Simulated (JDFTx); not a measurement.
Runs of JDFTx 1.7.0 (patched build) on BeS. It takes space group F-43m (No. 216, cubic). The conventional cell has a = 4.850 Å, b = 4.850 Å, c = 4.850 Å, α = 90.00°, β = 90.00°, γ = 90.00°. Around S (site symmetry -43m) lie 4 Be at 2.10 Å. Be (site symmetry -43m) has 4 S at 2.10 Å as nearest neighbours. 

| task | level | potentials or basis | cell | further solve for the empty bands | gap on the mesh (eV) | pressure (GPa) | V0 of scaled cells (Å³/atom) | B0 (GPa) |
| --- | --- | --- | --- | --- | --- | --- | --- | --- |
| single point | PBE | PseudoDojo-SR-PBE-0.5-standard with smoothed tails | atoms moved at random, drawn with an rms of 0.05 Å | yes | 2.97 | 2.0 | - | - |
| single point | PBE | PseudoDojo-SR-PBE-0.5-standard with smoothed tails | as given | yes | 3.21 | 1.7 | - | - |
| equation of state | PBE | PseudoDojo-SR-PBE-0.5-standard with smoothed tails | as given | - | - | - | (a) | 93 |
| equation of state | PBEsol | PseudoDojo-SR-PBEsol-0.4.1-standard with smoothed tails | as given | - | - | - | 14.17 | (c) |
| single point | PBEsol | PseudoDojo-SR-PBEsol-0.4.1-standard with smoothed tails | as given | yes | (b) | -0.6 | - | - |

Alike in all rows: no spin polarisation; k mesh 9 × 9 × 9; cutoff (eV) 1197; smearing fermi-dirac 0.05 eV.

Problem. Fill in the values left out.

Solution. (a) 14.52; (b) 3.03; (c) 97.

Caveats: an odd mesh through Γ misses points on the zone boundary, where band edges often lie (some runs); the empty levels aren't tightly converged (some runs).
